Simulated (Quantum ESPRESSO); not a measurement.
Runs of Quantum ESPRESSO 7.5 on CsPbBr3. It takes space group Pm-3m (No. 221, cubic). Conventional cell: a = 5.870 Å, b = 5.870 Å, c = 5.870 Å, α = 90.00°, β = 90.00°, γ = 90.00°. Pb (site symmetry m-3m) is surrounded by 6 Br at 2.94 Å. Cs (site symmetry m-3m) has 12 Br at 4.15 Å as nearest neighbours. Around Br (site symmetry 4/mmm) lie 2 Pb at 2.94 Å. Measurements of this composition are mostly on another form, of space group No. 62.

```tsv
task	level	potentials or basis	cell	k mesh	cutoff (eV)	form of the LDA correlation	rVV10 parameter b	pressure (GPa)
dielectric tensor	WC	PseudoDojo 0.4.1 SR PBE standard	as given	4 × 4 × 4, shifted	762	-	-	0.1
dielectric tensor	PBEsol	PseudoDojo 0.4.1 SR PBEsol standard	as given	4 × 4 × 4, shifted	762	-	-	(a)
dielectric tensor	PBE	PseudoDojo 0.4.1 SR PBE standard	as given	4 × 4 × 4, shifted	762	-	-	1.3
phonons	PBE+D2	SPMS 1.0 PBE	relaxed	2 × 2 × 2, shifted	680	-	-	0.0
phonons	rev-vdW-DF2	SPMS 1.0 PBE	relaxed	2 × 2 × 2, shifted	680	-	-	0.0
phonons	PBE	SPMS 1.0 PBE	relaxed	2 × 2 × 2, shifted	680	-	-	0.0
phonons	PBE	SPMS 1.0 PBE	relaxed	4 × 4 × 4, shifted	680	-	-	0.0
phonons	LDA	PseudoDojo 0.4.1 SR LDA standard	relaxed	4 × 4 × 4, shifted	762	PW92	-	0.0
dielectric tensor	BLYP	PseudoDojo 0.4.1 SR PBE standard	as given	4 × 4 × 4, shifted	762	-	-	2.8
phonons	rPW86PBE+rVV10	SPMS 1.0 PBE	relaxed	2 × 2 × 2, shifted	680	-	6.3	0.0
phonons	PBE+D3(BJ)	SPMS 1.0 PBE	relaxed	2 × 2 × 2, shifted	680	-	-	0.0
dielectric tensor	LDA	PseudoDojo 0.4.1 SR LDA standard	as given	4 × 4 × 4, shifted	762	PW92	-	(b)
```

Alike in all rows: no spin polarisation; smearing fermi-dirac 0.05 eV.

Q: Fill in the values left out.

A: (a) -0.1; (b) -1.3.

Caveats: the potentials were made for another functional, which shifts forces and pressure (some runs); some modes are imaginary (some runs).

Not every run made on this cell is shown here.
